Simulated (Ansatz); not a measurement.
The system is Ca.

```
Ca
1.0
     0.00000    2.79420    2.79420
     2.79420    0.00000    2.79420
     2.79420    2.79420    0.00000
Ca
1
Cartesian
  0.0000 0.0000 0.0000
```

- Program: Ansatz 0.2.0
- Task: relaxation of cell and atoms
- Functional: PBE
- Dispersion: D4
- Potentials or basis: Ansatz PAW
- Cutoff: 420 eV (not typed: the program's choice for these potentials)
- k mesh: 8 × 8 × 8
- Occupations: fermi-dirac, width 0.05 eV
- Spin: no spin polarisation

At the start: volume 43.63 Å³/atom.

Where does the relaxation end?

It ends after 15 steps and the volume is 41.84 Å³/atom (-4.1 %); space group Fm-3m (No. 225, to 0.05 Å).

Step by step:
```
step  energy change (eV)  largest force (eV/Å)  volume (Å³)
   1              0.0000                0.0000        43.63
   2             -0.0073                0.0000        42.37
   3             -0.0090                0.0000        41.92
   4             -0.0090                0.0000        41.92
   5             -0.0090                0.0000        41.91
   6             -0.0090                0.0000        41.91
   7             -0.0090                0.0000        41.91
   8             -0.0090                0.0000        41.91
   9             -0.0091                0.0000        41.81
  10             -0.0091                0.0000        41.89
  11             -0.0092                0.0000        41.87
  12             -0.0092                0.0000        41.85
  13             -0.0092                0.0000        41.84
  14             -0.0092                0.0000        41.84
  15             -0.0091                0.0000        41.84
```

Final structure:
```xyz
1
Lattice="0.0000 2.7555 2.7555 2.7555 0.0000 2.7555 2.7555 2.7555 0.0000" Properties=species:S:1:pos:R:3 pbc="T T T"
Ca    0.0000    0.0000    0.0000
```

Caveat: the plane-wave basis is chosen anew once the cell has moved, so the energies of steps on either side of that aren't comparable; pairwise dispersion overbinds metals, which lowers pressure and volume.
